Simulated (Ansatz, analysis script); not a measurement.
Computed results, one entry a study.

```
Free-standing triangular Ru monolayer, spacing 3.288 Å: energy against the total
1.0
     3.28800    0.00000    0.00000
    -1.64400    2.84749    0.00000
     0.00000    0.00000   14.00000
Ru
1
Direct
  0.00000 0.00000 0.50000
# method: PBE, PAW set soft_1; collinear runs at fixed total moment and in a field on the spins (and 4 further levels or steps)
# program: Ansatz 0.2.0 and analysis script 1
# settings of one run: cutoff 420 eV, 19×19×1 k-mesh, Fermi-Dirac occupations, smearing width 0.1 eV
# notes: The program’s warnings: negative dielectric reading. Among the fixed moments, E(M) falls 597 meV below the state without spin and is lowest near 2.5 μB, the last point, so the minimum may lie beyond. The cell was taken as built, with atoms unrelaxed. In doubt: the program’s search for lower states was switched off, so a lower magnetic state than those reached may exist.
# state of the free run: ferromagnetic
# net moment of the free run: 2.83 μB
# energy of the free run from the state without spin: -628 meV a cell
# lowest of the fixed moments tried: M = 2.5 μB, -597 meV
# dM/dB between 0 and 500 T: 0.0704 μB a cell per 1000 T
```

[Logs and program files are shortened in this print: banners, set-up blocks, solver, clock and traceback lines can be left out without a mark of their own.]

[Logs are printed without paths, hosts, clocks, repeated set-up lines and the standing remarks that a program may print on its own settings, such as how far it seeks lower states.]

[Hosts, paths, dates, database ids (printed as entryN), source tags and the programs' standing remarks are cut or masked in the printed files.]
